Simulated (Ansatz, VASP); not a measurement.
Given: the input of a run of Ansatz 0.2.0 on CoO. Measurements of this composition are mostly on another form, of space group No. 225.

The input input.yaml:

```yaml
crystal:
  lattice:
    - [2.82845, 0.0, 0.0]
    - [-1.41423, 2.44951, 0.0]
    - [0.0, 0.0, 2.72172]
  atoms:
    - { symbol: Co, position: [0.0, 0.0, 0.5], spin: 2.0 }
    - { symbol: O, position: [0.66667, 0.33333, 0.0] }
hamiltonian:
  xc: blyp
  pseudopotentials: { kind: paw }
magnetization:
  spin_polarized: true
kpoints:
  mp_grid: { grid: [8, 8, 7] }
scf:
  occupations: { method: fermi_dirac, width: 0.05 }
output:
  forces: true
  stress: true
  eigenvalues: true
relax:
  f_tol: 0.01
  max_steps: 40
  cell: { stress_tol: 0.05 }
```

Potentials or basis: Ansatz PAW.

The run is started by

```console
$ ansatz run input.yaml --threads 2 --pin off --max-ram 5632MiB --backend cpu --events-out ev --progress --plain --runs-dir out
```

Q: What does the same run look like in VASP 6.6.1? Potentials or basis there: PBE PAW files Co, O, 600 eV.

A: As run (cutoffs and basis follow the program's own potentials, and thresholds, step limits or extra output files can differ):

Contents of INCAR:

```
PREC = Accurate
ENCUT = 600
EDIFF = 1E-6
ISMEAR = -1
SIGMA = 0.05
LREAL = F
LASPH = T
NELM = 150
ALGO = Normal
ISIF = 3
LWAVE = F
LCHARG = F
ISPIN = 2
MAGMOM = 2 0
LORBIT = 11
LMAXMIX = 4
GGA = B5
ALDAX = 1.0
AGGAX = 1.0
AGGAC = 1.0
ALDAC = 0.0
IBRION = 2
NSW = 60
EDIFFG = -0.02
```

File KPOINTS:

```
regular mesh
0
Gamma
  8 8 7
```

POSCAR

```
CoO
1.0
    2.8284500000      0.0000000000      0.0000000000
   -1.4142300000      2.4495100000      0.0000000000
    0.0000000000      0.0000000000      2.7217200000
Co O
1 1
Direct
    0.0000000000      0.0000000000      0.5000000000
    0.6666700000      0.3333300000      0.0000000000
```

Potentials or basis: VASP PAW PBE potentials, release 64 (Co, O).

Launch:

```bash
$ cat potpaw_PBE.64/Co/POTCAR potpaw_PBE.64/O/POTCAR > POTCAR
$ mpirun -np 1 vasp_std > vasp.out
```

Both were run:

|  | Ansatz | VASP |
| --- | --- | --- |
| Relaxed volume | 9.91 Å³/atom | 9.88 Å³/atom |
| Relaxed cell | a = 2.894 Å, b = 2.894 Å, c = 2.732 Å, α = 90.00°, β = 90.00°, γ = 120.00° | a = 2.892 Å, b = 2.892 Å, c = 2.729 Å, α = 90.00°, β = 90.00°, γ = 120.00° |
| Space group after relaxing | P-6m2 (No. 187) | P-6m2 (No. 187) |
| Pressure after relaxing | 0.0 GPa | 0.0 GPa |
| Net moment | 3.00 μB per cell | 3.00 μB per cell |

Ansatz's pressure holds a Pulay term of +0.84 GPa for its cutoff of 420 eV, which the other run lacks.

The potentials hold 23 and 15 valence electrons a cell.

Ansatz's potentials were made for PBE. VASP's potentials were made for PBE.

Where Ansatz's input types no cutoff or centring, it takes its own default and a Γ-centred mesh.

The magnetic state is the one that the start led to; the real crystal's order can differ.

Pressure is positive in compression.
